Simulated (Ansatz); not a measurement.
NaI (zincblende) (r2SCAN geometry), in Ansatz:

```yaml
crystal:
  lattice:
    - [0.00000, 3.54319, 3.54319]
    - [3.54319, 0.00000, 3.54319]
    - [3.54319, 3.54319, 0.00000]
  atoms:
    - { symbol: Na, position: [0.00000, 0.00000, 0.00000] }
    - { symbol: I, position: [0.25000, 0.25000, 0.25000] }
```

G0W0@PBE with 334 empty bands, a screening cutoff of 140 eV and a 4×4×4 mesh (PAW, contour deformation) gives 6.102 eV over the mesh points, from a PBE gap of 3.825 eV; it sums over 347 bands with 331 plane waves in the screening and a wave cutoff of 420 eV. G0W0 here is at a finite number of bands, screening cutoff and k mesh, not at the basis limit. (Calculated; spin-unpolarised; the phase may be known or hypothetical.)

Q: Estimate the gap with starting point LDA.

A: 5.901 eV (-0.201 eV), from a Kohn-Sham gap of 3.491 eV.

Q: Estimate the gap with frequency model Godby-Needs pole.

A: 6.120 eV (+0.018 eV), from a Kohn-Sham gap of 3.825 eV.

No spin-orbit coupling is included; it can move band edges with weight on the heavy atoms by tenths of an eV.
